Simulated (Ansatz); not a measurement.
Reactions of dimethyl telluride.

Computed with Ansatz on PBE0-D4/def2-TZVP structures; ΔE is electronic, products minus reactants. CCSD(T)/CBS is the MP2 limit (def2-TZVPP, def2-QZVPP) plus CCSD(T) − MP2 in def2-TZVPP, frozen cores. This one scheme is used for every species, atoms too. Open shells (•) are unrestricted, without spin–orbit coupling. Spin–orbit coupling would lower the free atoms: a little for C; strongly for Te. Elements past krypton have def2 core potentials. For As, Te outer-core shells are correlated without core-valence functions, so the limit isn't a true one: a few kJ/mol of doubt a bond, and 10 to 20 or more in all where bonds break to atoms. Scalar relativity is left out up to krypton. One conformer a species, not always the lowest.

Task: Order these by ΔE at CCSD(T)/CBS, lowest first. (Best estimate.)
A. `C[Te]C` + `OBO` → `C[Te]B(O)O` + CH₄
B. `C[Te]C` + `O[AsH2]` → `C[Te][AsH]O` + CH₄
C. `C[Te]C` + BH₃ → `B[Te]C` + CH₄
D. `C[Te]C` → 2 C• + 6 H• + Te•
E. `C[Te]C` + `F[C](F)F`• → `[CH2][Te]C`• + `FC(F)F`
F. `C[Te]C` + `C#C[SiH3]` → `C#C[SiH2][Te]C` + CH₄
G. `C[Te]C` + `C=CF` → `C[Te]/C=C/F` + CH₄
H. `C[Te]C` → `[CH3]`• + `C[Te]`•

Result: C (-1.35 eV), B (-1.14 eV), F (-1.04 eV), A (-0.78 eV), E (-0.40 eV), G (-0.12 eV), H (+2.83 eV), D (+32.08 eV).

Largest T1 diagnostic: 0.019, for `[CH2][Te]C`•.
